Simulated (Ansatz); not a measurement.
**What a trial cell of Si relaxes into**

Method: DFT PBE, scalar-relativistic, plane waves, PAW in Ansatz 0.2.0.

Si was placed on the omega structure type (P6/mmm, No. 191), at a guessed volume.

The final relaxation ran on this input, with the default PAW datasets:

```yaml
crystal:
  lattice:
    - [4.5012892961, 0.0, 0.0]
    - [-2.250644648, 3.8982308802, 0.0]
    - [0.0, 0.0, 2.514907706]
  atoms:
    - { symbol: Si, position: [0.0, 0.0, 0.0] }
    - { symbol: Si, position: [0.3333333333, 0.6666666667, 0.5] }
    - { symbol: Si, position: [0.6666666667, 0.3333333333, 0.5] }
basis:
  ecutwfc: 420
kpoints:
  mp_grid: { grid: [12, 12, 18] }
hamiltonian:
  xc: pbe
scf:
  occupations: { method: gaussian, width: 0.1 }
output:
  forces: true
  stress: true
  eigenvalues: true
relax:
  adjacent_minimum: "off"
  f_tol: 0.01
  max_steps: 80
  cell: { stress_tol: 0.05 }
```

It can be run as:

```bash
ansatz run input.yaml --threads 1 --pin off --backend cpu --events-out ev --progress --plain --runs-dir out  # memory cap (--max-ram) not shown
```

The program printed at the end:

```
SCF converged after 5 iterations
Free energy (F): -1905.940560 eV
Harris-Foulkes:  -1905.940560 eV  (|F-HF|=2.27e-12)
Internal energy: -1905.934549 eV  (E = F + TS)
E sigma→0 (E₀):  -1905.937555 eV
Entropy (-TS):   -0.006011 eV (-2.004 meV/atom)
Fermi energy:    10.388432 eV
--- Per-component energies (eV) ---
  E_band       = 57.516734
  E_kinetic    = 122.287350
  E_local      = 4.480418  (includes V_loc(G=0)·N_el)
  E_nonlocal   = 76.299276
  E_hartree    = 1.635813
  E_xc         = -167.784052
  E_vxc        = -143.129438  (∫ρ·V_xc dr)
  E_paw        = -1536.449105  (= ΣΔE_a)
  E_vpaw       = -5.692516  (= ΣTr[D̂ρ^β])
  E_aug_tail   = 0.000020  (compensation charges beyond the density's cutoff)
  E_ewald      = -406.404268
  E_smearing   = -0.006011  (= −TS)
  E_closure    = 0.000000  (closes the sum)
  Σ components = -1905.940560   (vs F -1905.940560, Δ=0.00e0)
--- Forces (eV/Å), atoms counted from 1 ---
  atom   1  Si     0.00000000     0.00000000     0.00000000
  atom   2  Si     0.00000000     0.00000000     0.00000000
  atom   3  Si     0.00000000     0.00000000     0.00000000
  max |Σ_I F_I| component: 4.16e-17 eV/Å
--- Stress (GPa, compression-positive) ---
       -0.017256       0.000000       0.000000
        0.000000      -0.017256       0.000000
        0.000000       0.000000       0.022577
  P = ⅓ Tr σ = -0.0040 GPa (-0.040 kbar)
--- Relaxed structure (7 steps of the walk, 6 accepted, 1 SCFs on fresh bases) ---
  F+E_penalty+E_count = -1905.94056039 eV   max|allowed force component| = 1.357e-16 eV/Å   (the final SCF, on the basis selected at the relaxed cell)
  cell:  # Å, volume = 44.2386 Å³
    - [4.438463, 0.000000, 0.0]
    - [-2.219232, 3.843822, 0.0]
    - [0.0, 0.0, 2.593016]
  atoms:
    - { symbol: Si, position: [0.000000, 0.000000, 0.0] }
    - { symbol: Si, position: [0.333333, 0.666667, 0.500000] }
    - { symbol: Si, position: [0.666667, 0.333333, 0.500000] }
```

Absolute energies hang on the potentials; compare differences alone.

The result has space group P6/mmm (No. 191). Si on Wyckoff site a (1 atom of the primitive cell) has 2 Si at 2.59 Å and 12 Si at 2.87 Å; Si on Wyckoff site d (2 atoms of the primitive cell) has 5 Si at 2.56–2.59 Å and 6 Si at 2.87 Å.

It lies 0.50 eV/atom above the element's standard state at the same level.

The k mesh leaves about 4 meV/atom of noise in metals.

A later test with randomly moved atoms lowered the energy by 202 meV/atom on a coarse mesh, so it isn't stable against such moves and is likely a saddle point held by symmetry.